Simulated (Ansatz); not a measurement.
# ZrN: bands on a fine mesh, and optics

What do the bands imply for light and for carriers? Levels are solved on a fine mesh after the ground state. Runs: cell and atoms relaxed (PAW); reference run (PAW and LAPW).

The COD entry's cell or inner coordinates are ideal or old and differ from later refinements, so a difference from it is no clean test against experiment.

Method: DFT LDA, frozen-core PAW and all-electron LAPW, scalar-relativistic unless said, in Ansatz 0.2.0.

### Step 1. The system as given

Symmetry: Fm-3m, No. 225, cubic system. The conventional cell has a = 4.600 Å, b = 4.600 Å, c = 4.600 Å, α = 90.00°, β = 90.00°, γ = 90.00°. Around Zr (site symmetry m-3m) lie 6 N at 2.30 Å. N (site symmetry m-3m) has 6 Zr at 2.30 Å as nearest neighbours.

Structure file:

```
CELL_PARAMETERS angstrom
0.00000 2.30000 2.30000
2.30000 0.00000 2.30000
2.30000 2.30000 0.00000
ATOMIC_POSITIONS crystal
Zr 0.50000 0.50000 0.50000
N 0.00000 0.00000 0.00000
```

Cartesian axes are those of the input's lattice vectors. The structure goes back to a database entry.

### Step 2. Cell and atoms relaxed, PAW

Input file input.yaml:

```yaml
crystal:
  lattice:
    - [0.0, 2.3, 2.3]
    - [2.3, 0.0, 2.3]
    - [2.3, 2.3, 0.0]
  atoms:
    - { symbol: Zr, position: [0.5, 0.5, 0.5] }
    - { symbol: "N", position: [0.0, 0.0, 0.0] }
kpoints:
  mp_grid: { grid: [12, 12, 12] }
scf:
  occupations: { method: fermi_dirac, width: 0.05 }
hamiltonian:
  xc: lda
  pseudopotentials: { kind: paw }
relax:
  f_tol: 0.002
  max_steps: 80
  cell: {}
output:
  forces: true
  stress: true
```

Run with:

```bash
> ansatz run input.yaml --threads 1 --pin off --max-ram 3072MiB --backend cpu --events-out ev --progress --plain --runs-dir out
```

### Step 4. Reference run, fine mesh, PAW

Input file input.yaml:

```yaml
crystal:
  lattice:
    - [0.0, 2.26207391752, 2.26207391752]
    - [2.26207391752, 0.0, 2.26207391752]
    - [2.26207391752, 2.26207391752, 0.0]
  atoms:
    - { symbol: Zr, position: [0.5, 0.5, 0.5] }
    - { symbol: "N", position: [0.0, 0.0, 0.0] }
kpoints:
  mp_grid: { grid: [12, 12, 12] }
scf:
  occupations: { method: fermi_dirac, width: 0.05 }
hamiltonian:
  xc: lda
  pseudopotentials: { kind: paw }
output:
  forces: true
  stress: true
  eigenvalues: true
  eigenstates:
    nscf_kmesh: { grid: [20, 20, 20] }
    de_dk: true
    e_range: [-14, 14]
  optics:
    e_range: [0, 25]
    de: 0.2
    sigma: 0.2
    bands: { spectra_wanted_up_to: 25 }
    nscf_kmesh: { grid: [20, 20, 20] }
    drude_damping: 0.2
checkpoint:
  write: ck
  write_wavefunctions: false
```

### Step 5. Reference run, fine mesh, LAPW

Changes to input.yaml since step 4:

```diff
@@ -14,3 +14,3 @@
   xc: lda
-  pseudopotentials: { kind: paw }
+  pseudopotentials: { kind: all_electron, lapw: { basis_error: 0.001 } }
 output:
```

(Steps that only read results are left out.)

**Question.** What will these runs give? Wanted: states at the Fermi level; bare Sommerfeld coefficient; plasma energy; peak of the loss function along x.

**Answer**, as computed:

| quantity | value |
| --- | --- |
| states at the Fermi level (PAW) | 0.32 per eV and atom |
| bare Sommerfeld coefficient | 0.76 mJ/(K² mol of atoms) |
| plasma energy (x, y, z) | 8.9, 8.9, 8.9 eV |
| peak of the loss function along x | 21.2 eV |

In words: It is a metal with 3 bands crossing the Fermi level, 0.32 states per eV and atom there and a mean speed of 0.99 × 10⁶ m/s. These are bare band values on this mesh, without coupling to phonons. The spectra hold no excitons and no local fields. Cautions: frozen-core PAW files fitted under PBE, their cores solved anew for the functional of the run; these sums move with the mesh, by several per cent and more for small sheets.
